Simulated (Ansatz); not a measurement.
**Au (dhcp type): how the settings move a single-point run**

Question: which choices in the input matter for Au (dhcp type)?

Program: Ansatz 0.2.0. Level of theory: reference: DFT, PBE, all-electron PAW with datasets made for the crystal, scalar-relativistic. These are calculated values, not measurements.

## Step 1: The structure to begin with

Symmetry: P6_3/mmc, No. 194, hexagonal system. The conventional cell has a = 2.606 Å, b = 2.606 Å, c = 8.568 Å, α = 90.00°, β = 90.00°, γ = 120.00°. Au (site symmetry -3m) has 12 Au at 2.61 to 2.62 Å as nearest neighbours. Au (site symmetry -6m2) is surrounded by 12 Au at 2.61 to 2.62 Å.

Structure file:

```cif
data_structure
_symmetry_space_group_name_H-M 'P 1'
_symmetry_Int_Tables_number 1
_cell_length_a 2.6061
_cell_length_b 2.6061
_cell_length_c 8.5685
_cell_angle_alpha 90.000
_cell_angle_beta 90.000
_cell_angle_gamma 120.000
_cell_volume 50.40
loop_
_atom_site_label
_atom_site_type_symbol
_atom_site_fract_x
_atom_site_fract_y
_atom_site_fract_z
_atom_site_occupancy
Au1 Au 0.00000 0.00000 0.00000 1
Au2 Au 0.00000 0.00000 0.50000 1
Au3 Au 0.33333 0.66667 0.25000 1
Au4 Au 0.66667 0.33333 0.75000 1
```

## Step 2: The reference run

Input file input.yaml:

```yaml
crystal:
  lattice:
    - [2.6060586927, 0.0, 0.0]
    - [-1.3030293463, 2.2569130316, 0.0]
    - [0.0, 0.0, 8.5684797818]
  atoms:
    - { symbol: Au, position: [0.0, 0.0, 0.0] }
    - { symbol: Au, position: [0.0, 0.0, 0.5] }
    - { symbol: Au, position: [0.3333333333, 0.6666666667, 0.25] }
    - { symbol: Au, position: [0.6666666667, 0.3333333333, 0.75] }
kpoints:
  mp_grid: { grid: [12, 12, 4] }
scf:
  occupations: { method: fermi_dirac, width: 0.1 }
hamiltonian:
  xc: pbe
  pseudopotentials: { kind: all_electron, datasets: crystal }
output:
  forces: true
  stress: true
  eigenvalues: true
```

On the command line:

```sh
$ ansatz run input.yaml --threads 1 --pin off --max-ram 3072MiB --backend cpu --events-out ev --progress --plain --runs-dir out
```

## Step 3: Changed: scf.algorithm density_mixing

Changes to input.yaml since step 2:

```diff
@@ -14,2 +14,3 @@
   occupations: { method: fermi_dirac, width: 0.1 }
+  algorithm: density_mixing
 hamiltonian:
```

Q: Predict the outcome of this session. Wanted: for each run, ending; energy change; pressure; gap; force.

**Answer**, as computed:

```tsv
run	ending	energy change	pressure (GPa)	gap (eV)	force (eV/Å)	cycles	time
reference	converged	0	137.1	0.00	0.00	10	25 s
1: scf.algorithm density_mixing	converged	0.0 meV/atom	137.1	0.00	0.00	10	24 s
```

Residual by cycle in the longest SCF loop of each run; runs are numbered as in the table. The quantity is the density residual dr2, in eV.

```tsv
cycle	reference	run 1
1	3.78	3.78
2	1.41	1.41
3	0.142	0.142
4	0.00355	0.00355
5	6.3e-4	6.3e-4
6	0.00155	0.00155
7	0.0073	0.0073
8	1.2e-6	1.2e-6
9	2.8e-7	2.8e-7
10	6.8e-10	6.8e-10
```

Energy and cycle count are those of the reference, so the change (solver) left the result and the number of cycles as they were. The structure is not at rest: the sound run finds 137 GPa, so these are no properties of the relaxed crystal. 
